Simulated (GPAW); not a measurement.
# TiCo3 (Pm-3m) in GPAW: further runs

The runs below take TiCo3 through single point, with PBEsol.

Program: GPAW 26.7.0. These are calculated values, not measurements. Logs are shortened: lines on timing, memory, paths and dates and some standing lists are left out, and cuts for length are marked. The log counts tension as positive stress, the text compression.

## 1. The structure

It takes space group Pm-3m (No. 221, cubic). Conventional cell: a = 3.571 Å, b = 3.571 Å, c = 3.571 Å, α = 90.00°, β = 90.00°, γ = 90.00°. Around Co (site symmetry 4/mmm) lie 8 Co at 2.53 Å and 4 Ti at 2.53 Å. Ti (site symmetry m-3m) has 12 Co at 2.53 Å as nearest neighbours.

## 2. Single point, PBEsol, collinear spin, ferromagnetic start, 10.07 Å³/atom

Contents of run.py:

```python
from ase import Atoms
from ase.dft.bandgap import bandgap
from ase.io import write
from ase.units import GPa
from gpaw import GPAW, PW, setup_paths

setup_paths.insert(0, '.')

atoms = Atoms(['Co', 'Co', 'Co', 'Ti'],
              cell=[[3.42816, 0.0, 0.0],
                    [0.0, 3.42816, 0.0],
                    [0.0, 0.0, 3.42816]],
              scaled_positions=[[0.5, 0.5, 0.0],
                                [0.5, 0.0, 0.5],
                                [0.0, 0.5, 0.5],
                                [0.0, 0.0, 0.0]],
              pbc=True)
atoms.set_initial_magnetic_moments([2.0, 2.0, 2.0, 1.0])

calc = GPAW(mode=PW(600),
            xc='PBEsol',
            kpts={'size': (8, 8, 8), 'gamma': True},
            occupations={'name': 'fermi-dirac', 'width': 0.05},
            nbands=39,
            convergence={'density': 1e-05, 'energy': 1e-05},
            maxiter=150,
            txt='gpaw.txt')
atoms.calc = calc
energy = atoms.get_potential_energy()
forces = atoms.get_forces()
stress = atoms.get_stress()
calc.write('gs.gpw')
write('result.traj', atoms)
print(f'Energy: {energy:.6f} eV')
print('Forces (eV/A):')
print(forces.round(4))
print('Stress (GPa):', (stress / GPa).round(3))
print('Moments:', calc.get_magnetic_moments().round(3))
print('Fermi level:', round(calc.get_fermi_level(), 4), 'eV')
print(f'Gap: {bandgap(calc)[0]:.4f} eV, direct: {bandgap(calc, direct=True)[0]:.4f} eV')
```

Potentials or basis: PAW data sets generated in the run's folder for this functional, pw.

Run with:

```sh
$ gpaw-setup -f PBEsol Co Ti
$ OMP_NUM_THREADS=1 python run.py
```

gpaw.txt:

```text
__  _  _
 | _ |_)|_||  |
 |__||  | ||/\| - 26.7.0

Input parameters:
  mode=PW(ecut=600.0),
  convergence={'density': 1e-05, 'energy': 1e-05},
  kpts=MonkhorstPack(size=(8, 8, 8), gamma=True),
  maxiter=150,
  nbands=39,
  occupations=Occupations(name='fermi-dirac', width=0.05),
  xc=XC(name='PBEsol')

Diagonalizing LCAO Hamiltonian
Converting LCAO to pw mode
   .-------.
  /|       |
 * |       |
 |Co       |
 | .-Co----.
 |/   Co  /
 Ti------*

Atoms  # Å, Bohr magnetons
|   | symbol |        x |        y |        z |    initial magnetic moments |
|---|--------|----------|----------|----------|-----------------------------|
| 0 |     Co | 1.714080 | 1.714080 | 0.000000 | ( 0.0000,  0.0000,  2.0000) |
| 1 |     Co | 1.714080 | 0.000000 | 1.714080 | ( 0.0000,  0.0000,  2.0000) |
| 2 |     Co | 0.000000 | 1.714080 | 1.714080 | ( 0.0000,  0.0000,  2.0000) |
| 3 |     Ti | 0.000000 | 0.000000 | 0.000000 | ( 0.0000,  0.0000,  1.0000) |

Unit cell  # Å
| periodic |        x |        y |        z |  lengths |    angles |
|----------|----------|----------|----------|----------|-----------|
|      yes | 3.428160 | 0.000000 | 0.000000 | 3.428160 | 90.000000 |
|      yes | 0.000000 | 3.428160 | 0.000000 | 3.428160 | 90.000000 |
|      yes | 0.000000 | 0.000000 | 3.428160 | 3.428160 | 90.000000 |

Number of symmetries: 48
Symmetry operations  # r_c * U_cc + t_c -> r_c
|    | kind |            matrix            |
|----|------|------------------------------|
|  0 |  E   |  1, 0, 0,  0, 1, 0,  0, 0, 1 |
|  1 |  σ   |  1, 0, 0,  0, 1, 0,  0, 0,-1 |
|  2 |  σ   |  1, 0, 0,  0, 0, 1,  0, 1, 0 |
|  3 |  C4  |  1, 0, 0,  0, 0, 1,  0,-1, 0 |
|  4 |  C4  |  1, 0, 0,  0, 0,-1,  0, 1, 0 |
|  5 |  σ   |  1, 0, 0,  0, 0,-1,  0,-1, 0 |
|  6 |  σ   |  1, 0, 0,  0,-1, 0,  0, 0, 1 |
|  7 |  C2  |  1, 0, 0,  0,-1, 0,  0, 0,-1 |
|  8 |  σ   |  0, 1, 0,  1, 0, 0,  0, 0, 1 |
|  9 |  C2  |  0, 1, 0,  1, 0, 0,  0, 0,-1 |
| 10 |  C3  |  0, 1, 0,  0, 0, 1,  1, 0, 0 |
| 11 |  S6  |  0, 1, 0,  0, 0, 1, -1, 0, 0 |
| 12 |  S6  |  0, 1, 0,  0, 0,-1,  1, 0, 0 |
| 13 |  C3  |  0, 1, 0,  0, 0,-1, -1, 0, 0 |
| 14 |  C4  |  0, 1, 0, -1, 0, 0,  0, 0, 1 |
| 15 |  S4  |  0, 1, 0, -1, 0, 0,  0, 0,-1 |
| 16 |  C3  |  0, 0, 1,  1, 0, 0,  0, 1, 0 |
| 17 |  S6  |  0, 0, 1,  1, 0, 0,  0,-1, 0 |
| 18 |  σ   |  0, 0, 1,  0, 1, 0,  1, 0, 0 |
| 19 |  C4  |  0, 0, 1,  0, 1, 0, -1, 0, 0 |
| 20 |  C2  |  0, 0, 1,  0,-1, 0,  1, 0, 0 |
| 21 |  S4  |  0, 0, 1,  0,-1, 0, -1, 0, 0 |
| 22 |  S6  |  0, 0, 1, -1, 0, 0,  0, 1, 0 |
| 23 |  C3  |  0, 0, 1, -1, 0, 0,  0,-1, 0 |
| 24 |  S6  |  0, 0,-1,  1, 0, 0,  0, 1, 0 |
| 25 |  C3  |  0, 0,-1,  1, 0, 0,  0,-1, 0 |
| 26 |  C4  |  0, 0,-1,  0, 1, 0,  1, 0, 0 |
| 27 |  σ   |  0, 0,-1,  0, 1, 0, -1, 0, 0 |
| 28 |  S4  |  0, 0,-1,  0,-1, 0,  1, 0, 0 |
| 29 |  C2  |  0, 0,-1,  0,-1, 0, -1, 0, 0 |
| 30 |  C3  |  0, 0,-1, -1, 0, 0,  0, 1, 0 |
| 31 |  S6  |  0, 0,-1, -1, 0, 0,  0,-1, 0 |
| 32 |  C4  |  0,-1, 0,  1, 0, 0,  0, 0, 1 |
| 33 |  S4  |  0,-1, 0,  1, 0, 0,  0, 0,-1 |
| 34 |  S6  |  0,-1, 0,  0, 0, 1,  1, 0, 0 |
| 35 |  C3  |  0,-1, 0,  0, 0, 1, -1, 0, 0 |
| 36 |  C3  |  0,-1, 0,  0, 0,-1,  1, 0, 0 |
| 37 |  S6  |  0,-1, 0,  0, 0,-1, -1, 0, 0 |
| 38 |  σ   |  0,-1, 0, -1, 0, 0,  0, 0, 1 |
| 39 |  C2  |  0,-1, 0, -1, 0, 0,  0, 0,-1 |
| 40 |  σ   | -1, 0, 0,  0, 1, 0,  0, 0, 1 |
| 41 |  C2  | -1, 0, 0,  0, 1, 0,  0, 0,-1 |
| 42 |  C2  | -1, 0, 0,  0, 0, 1,  0, 1, 0 |
| 43 |  S4  | -1, 0, 0,  0, 0, 1,  0,-1, 0 |
| 44 |  S4  | -1, 0, 0,  0, 0,-1,  0, 1, 0 |
| 45 |  C2  | -1, 0, 0,  0, 0,-1,  0,-1, 0 |
| 46 |  C2  | -1, 0, 0,  0,-1, 0,  0, 0, 1 |
| 47 |  i   | -1, 0, 0,  0,-1, 0,  0, 0,-1 |

BZ-sampling:
  Number of BZ points: 512
  Number of IBZ points: 35

  Monkhorst-Pack size: [8, 8, 8]
  Monkhorst-Pack shift: [0.0625, 0.0625, 0.0625]

K-points  # in reciprocal-cell coordinates
|     |                                coordinates |     weight |
|-----|--------------------------------------------|------------|
|   0 | (  0.00000000,   0.00000000,   0.00000000) | 0.00195312 |
|   1 | (  0.12500000,   0.00000000,   0.00000000) | 0.01171875 |
|   2 | (  0.12500000,   0.12500000,   0.00000000) | 0.02343750 |
|   3 | (  0.12500000,   0.12500000,   0.12500000) | 0.01562500 |
|   4 | (  0.25000000,   0.00000000,   0.00000000) | 0.01171875 |
|   5 | (  0.25000000,   0.12500000,   0.00000000) | 0.04687500 |
|   6 | (  0.25000000,   0.12500000,   0.12500000) | 0.04687500 |
|   7 | (  0.25000000,   0.25000000,   0.00000000) | 0.02343750 |
|   8 | (  0.25000000,   0.25000000,   0.12500000) | 0.04687500 |
|   9 | (  0.25000000,   0.25000000,   0.25000000) | 0.01562500 |
| ... |                                            |            |
|  34 | (  0.50000000,   0.50000000,   0.50000000) | 0.00195312 |

Plane wave coefficients: 1376
Cutoff: 600.0 eV

Spin-components: 2 (collinear spins)
Bands:           39
Projectors:      24
Spin-degeneracy: 1
Datatype:        complex128

Parallelization:
  kpt:    1
  domain: 1
  band:   1

Density:
  Valence electrons: 39.0
  Components: 2
  Grid points: [20 20 20]
  Charge: 0.0  # |e|

Potential:
  Grid points: [20 20 20]

species:
  Co:
    name:    Cobalt
    Z:       27.0
    valence: 9
    core:    18
    charge:  0.0  # [|e|]
    compensation charges:
      type: gauss
      rc: 0.32  # [Å]
      lmax: 2
    cutoffs:
      filter: 1.87  # [Å]
      core: 2.55  # [Å]
    projectors
    | kind |    occ | energy [eV] | rcut [Å] |
    |------|--------|-------------|----------|
    |   4s |  2.000 |      -5.488 |    1.005 |
    |   4p |  0.000 |      -1.248 |    1.058 |
    |   3d |  7.000 |      -8.230 |    1.005 |
    |    s |        |      21.723 |    1.005 |
    |    p |        |      25.963 |    1.058 |
    |    d |        |      18.981 |    1.005 |

    Using partial waves for Co as LCAO basis

  Ti:
    name:    Titanium
    Z:       22.0
    valence: 12
    core:    10
    charge:  0.0  # [|e|]
    compensation charges:
      type: gauss
      rc: 0.38  # [Å]
      lmax: 2
    cutoffs:
      filter: 2.23  # [Å]
      core: 1.02  # [Å]
    projectors
    | kind |    occ | energy [eV] | rcut [Å] |
    |------|--------|-------------|----------|
    |   3s |  2.000 |     -62.441 |    1.270 |
    |   4s |  2.000 |      -4.477 |    1.270 |
    |   3p |  6.000 |     -38.776 |    1.058 |
    |   4p |  0.000 |      -1.449 |    1.058 |
    |   3d |  2.000 |      -4.275 |    1.058 |
    |    d |        |      22.937 |    1.058 |

    Using partial waves for Ti as LCAO basis

Reference energy: -136804.329123  # eV

eigensolver:
  PPCG
  Converge bands: occupied
  niter=2

density mixing:
  MSR1-Mixer
  Pratt-step length: 0.05
  Maximum mixing coefficient: 0.75
  Old densities: 10
  SVD Regularization: 0.005
  Good broyden scale: 1.0
  Trust region scale: 1.0
  Backstep threshold: 4.0
  History deletion threshold: 6.0
  Fourier metric: weight=20.0, sigma=0.015

occupation numbers:
  Fermi-Dirac:
    width: 0.0500  # eV

poisson solver:
  ecut: 4800.0  # eV

xc functional:
  name: PBEsol with 2 nearest neighbor stencil

convergence criteria:
- Maximum integral of absolute [dens]ity change: 1e-05 electrons / valence electron
- Maximum [total energy] change in last 3 cyles: 1e-05 eV / valence electron
- Maximum integral of absolute [eigenst]ate change: 4e-08 eV^2 / valence electron
maximum number of iterations: 150

SCF iterations
|iter     | |      energy | eigst |  dens |  magmom |
|---------|-|-------------|-------|-------|---------|
|iter:   1| |  -34.273258 | +0.39 |       |  +7.0134|
|iter:   2| |  -34.334582 | -1.79 | -0.83 |  +6.8078|
|iter:   3| |  -37.096921 | -1.07 | -0.84 |  +4.6396|
|iter:   4| |  -35.501128 | -1.23 | -0.74 |  +4.4658|
|iter:   5| |  -34.792195 | -1.93 | -0.92 |  +3.8397|
|iter:   6| |  -34.822709 | -2.58 | -1.26 |  +2.6597|
|iter:   7| |  -34.821401 | -3.00 | -1.49 |  +1.6102|
|iter:   8| |  -34.843786 | -3.75 | -1.72 |  +1.3120|
|iter:   9| |  -34.877485 | -3.41 | -1.76 |  +0.7781|
|iter:  10| |  -34.905944 | -3.18 | -1.83 |  +0.3761|
|iter:  11| |  -34.911877 | -3.84 | -1.97 |  +0.6174|
|iter:  12| |  -34.914810 | -3.97 | -2.45 |  +0.4031|
|iter:  13| |  -34.915376 | -4.59 | -2.79 |  +0.3039|
|iter:  14| |  -34.915760 | -4.96 | -3.07 |  +0.2456|
|iter:  15| |  -34.915858 | -5.56 | -3.28 |  +0.2017|
|iter:  16| |  -34.916003c| -5.15 | -3.51 |  +0.1392|
|iter:  17| |  -34.916058c| -5.14 | -3.71 |  +0.0756|
|iter:  18| |  -34.916071c| -5.15 | -3.80 |  +0.0105|
|iter:  19| |  -34.916033c| -4.81 | -3.83 |  -0.0875|
|iter:  20| |  -34.916025c| -5.38 | -3.76 |  -0.1347|
|iter:  21| |  -34.916080c| -5.05 | -3.70 |  -0.0634|
|iter:  22| |  -34.916100c| -5.07 | -3.87 |  +0.0078|
|iter:  23| |  -34.916101c| -6.47 | -4.06 |  -0.0057|
|iter:  24| |  -34.916093c| -5.95 | -4.11 |  -0.0324|
|iter:  25| |  -34.916092c| -6.56 | -4.10 |  -0.0200|
|iter:  26| |  -34.916087c| -6.28 | -4.23 |  -0.0021|
|iter:  27| |  -34.916088c| -7.14 | -4.90 |  +0.0044|
|iter:  28| |  -34.916087c| -7.79c| -5.14c|  +0.0016|

Converged in 28 steps
Energy contributions relative to reference atoms: (reference = -136804.329123)

Energy contributions:
  Kinetic:          54.396686
  Coulomb:         -43.939805
  Zero:             -0.052473
  External:          0.000000
  Xc:              -45.300974
  Entropy:          -0.039043
  Spinorbit:         0.000000
  ----------------------------
  Free energy:     -34.935609
  Extrapolated:    -34.916087

dipole moment: (-20.253381, -20.253381, -20.253381)  # |e|*Ang

Total magnetic moment: (0.000000, 0.000000, 0.001646)

Local magnetic moments
|        x |        y |         z |
|----------|----------|-----------|
| 0.000000 | 0.000000 |  0.000640 |  # Co   0
| 0.000000 | 0.000000 |  0.000640 |  # Co   1
| 0.000000 | 0.000000 |  0.000640 |  # Co   2
| 0.000000 | 0.000000 | -0.000192 |  # Ti   3

Fermi level: 12.384
Eigenvalues  # (at kpt = [0.000, 0.000, 0.000])
| band index |      eig [eV] | occ [0-1] |      eig [eV] | occ [0-1] |
|------------|---------------|-----------|---------------|-----------|
|          0 |       -43.452 |     1.000 |       -43.452 |     1.000 |
|        ... |               |           |               |           |
|          8 |         8.272 |     1.000 |         8.272 |     1.000 |
|          9 |         8.272 |     1.000 |         8.272 |     1.000 |
|         10 |         8.272 |     1.000 |         8.272 |     1.000 |
|         11 |        10.923 |     1.000 |        10.923 |     1.000 |
|         12 |        10.923 |     1.000 |        10.923 |     1.000 |
|         13 |        10.923 |     1.000 |        10.923 |     1.000 |
|         14 |        12.337 |     0.720 |        12.338 |     0.716 |
|         15 |        12.337 |     0.720 |        12.338 |     0.716 |
|         16 |        12.952 |     0.000 |        12.953 |     0.000 |
|         17 |        13.255 |     0.000 |        13.256 |     0.000 |
|         18 |        13.255 |     0.000 |        13.256 |     0.000 |
|         19 |        13.255 |     0.000 |        13.256 |     0.000 |
|         20 |        15.368 |     0.000 |        15.369 |     0.000 |
|         21 |        15.368 |     0.000 |        15.369 |     0.000 |
|         22 |        16.062 |     0.000 |        16.062 |     0.000 |
|         23 |        16.062 |     0.000 |        16.062 |     0.000 |
|        ... |               |           |               |           |
|         38 |        35.027 |     0.000 |        35.030 |     0.000 |

No gap
No difference between direct/indirect transitions

Forces  # eV/Ang
|        x |        y |       z |
|----------|----------|---------|
| -0.00000 |  0.00000 | 0.00000 |  # Co   0
| -0.00000 |  0.00000 | 0.00000 |  # Co   1
| -0.00000 | -0.00000 | 0.00000 |  # Co   2
|  0.00000 |  0.00000 | 0.00000 |  # Ti   3

Stress tensor  # eV/Ang^3
|         x |         y |         z |
|-----------|-----------|-----------|
| -0.159390 |  0.000000 |  0.000000 |
|  0.000000 | -0.159390 |  0.000000 |
|  0.000000 |  0.000000 | -0.159390 |

# Writing to gs.gpw (mode='')
```

It took 4.5 min on 1 thread of Arm Neoverse N1, shared host; peak memory 0.22 GiB.

What came out:

| Item | Value |
| --- | --- |
| Free energy | -34.9356 eV |
| Pressure | 25.5 GPa |
| Band gap on the k mesh | none (metal or under the smearing width) |
| Net moment | 0.00 μB per cell |

Caveat: the density grid can change from cell to cell, which puts small steps into energies and stress; the starting moments collapsed, and a magnetic state may lie lower.

## 3. Single point, PBEsol, collinear spin, ferromagnetic start, 10.71 Å³/atom

Edit run.py of step 2 so:

```diff
@@ -9,5 +9,5 @@
 atoms = Atoms(['Co', 'Co', 'Co', 'Ti'],
-              cell=[[3.42816, 0.0, 0.0],
-                    [0.0, 3.42816, 0.0],
-                    [0.0, 0.0, 3.42816]],
+              cell=[[3.49958, 0.0, 0.0],
+                    [0.0, 3.49958, 0.0],
+                    [0.0, 0.0, 3.49958]],
               scaled_positions=[[0.5, 0.5, 0.0],
```

Potentials or basis: PAW data sets generated in the run's folder for this functional, pw.

Run with:

```sh
$ gpaw-setup -f PBEsol Co Ti
$ OMP_NUM_THREADS=1 python run.py
```

Wall time 3.4 min (1 thread of Arm Neoverse N1, shared host); peak memory 0.22 GiB.

Results (log left out):

| Property | Result |
| --- | --- |
| Free energy | -35.2093 eV |
| Pressure | 6.5 GPa |
| Band gap on the k mesh | none (metal or under the smearing width) |
| Net moment | 0.47 μB per cell |
| Site moments | Co +0.18; Ti -0.05 μB |

Caveat: the density grid can change from cell to cell, which puts small steps into energies and stress.
